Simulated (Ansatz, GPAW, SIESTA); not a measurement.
ZrC: programs and potentials compared

```xyz
2
Lattice="0.0000 2.3650 2.3650 2.3650 0.0000 2.3650 2.3650 2.3650 0.0000" Properties=species:S:1:pos:R:3 pbc="T T T"
Zr    2.3650    2.3650    2.3650
C     0.0000    0.0000    0.0000
```

Alike in all runs: task band structure; functional BLYP; k mesh 10 × 10 × 10; occupations fermi-dirac, width 0.05 eV; no spin polarisation; no spin-orbit coupling. Pressure is positive in compression and, in plane waves, holds the error of the finite cutoff.

```json
{"program and potentials": "Ansatz, all-electron LAPW, scalar-relativistic", "plane-wave cutoff (eV)": "-", "notes": "-", "pressure (GPa)": "4.24"}
{"program and potentials": "GPAW, PAW data sets generated for this functional", "plane-wave cutoff (eV)": "800", "notes": "-", "pressure (GPa)": "2.66"}
{"program and potentials": "SIESTA, files PseudoDojo sr-pbe-0.4.1-standard, DZP (energy shift 0.003 Ry; two zetas on semicore shells)", "plane-wave cutoff (eV)": "-", "notes": "atomic basis; potentials made for PBE", "pressure (GPa)": "6.72"}
```

The pressure spans 2.66 (GPAW, PAW data sets generated for this functional) to 6.72 GPa (SIESTA, files PseudoDojo sr-pbe-0.4.1-standard, DZP (energy shift 0.003 Ry; two zetas on semicore shells)), with all-electron results at 4.24. Rows in atomic bases carry the error of their basis and grid, which can be large.

Differences between rows come from potentials, basis sets and numerical settings, since the functional is the same but for its coding. Runs on potential files found faulty are left out.

All the runs put rock-salt ZrC under compression at this cell size, so BLYP favours a somewhat larger lattice, whichever potentials are used. This fits the functional's known tendency to underbind solids: its gradient correction and correlation part, shaped largely on atoms and molecules, describe the more slowly varying density of a metallic carbide less well. The sign of the pressure is therefore a firmer result than its size, which runs from 2.66 to 6.72 GPa around the all-electron 4.24 GPa.

ZrC is very stiff because strong covalent Zr 4d–C 2p bonding adds to its metallic cohesion, and a small change in lattice parameter produces a large change in stress. The spread in pressure thus probably corresponds to only a slight disagreement in equilibrium volume. The lower GPAW value may partly reflect Pulay stress, which usually shifts the pressure towards tension. Agreement on pressure, even where close, would not establish that the bands or the density of states at the Fermi level agree equally well.
